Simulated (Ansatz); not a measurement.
**Redistribution: CH2FI + C4H10O → CH3FO + C4H9I**

Species: CH2FI (fluoroiodomethane) `FCI`, singlet; C4H10O (tert-butanol) `CC(C)(C)O`, singlet; CH3FO `OCF`, singlet; C4H9I (tert-butyl iodide) `CC(C)(C)I`, singlet. The partners trade I for OH; both sit on C, so the bond types are kept.

Shapes, held fixed at every level: PBE0-D4/def2-TZVP. Flexible molecules stand in one conformer, not always the lowest. Programs: Ansatz 0.2.0. Electronic energies: no zero-point or thermal term.

```tsv
level	kind	ΔE (kJ/mol)	less CCSD(T)/def2-TZVPP
HF/def2-TZVPP	Hartree–Fock	-33.4	+7.2
PBE-D4/def2-TZVPP	GGA	-34.4	+6.2
PBE0-D4/def2-TZVPP	global hybrid	-36.7	+3.9
wB97X-V/def2-TZVPP	range-separated hybrid	-33.4	+7.2
B2PLYP/def2-TZVPP	double hybrid	-35.6	+5.0
MP2/def2-TZVPP	perturbation theory	-49.7	-9.1
CCSD(T)/def2-TZVPP	coupled cluster or CI	-40.6	0.0
```

The highest level, CCSD(T)/def2-TZVPP, gives ΔE = -40.6 kJ/mol; the levels span -49.7 to -33.4. The column of differences is taken from that level and isn't an error. No measured value is set beside it here. For atoms past krypton def2 sets carry core potentials with scalar relativity. Outer-core shells of I are correlated in most correlated rows, in sets that cover them unevenly.
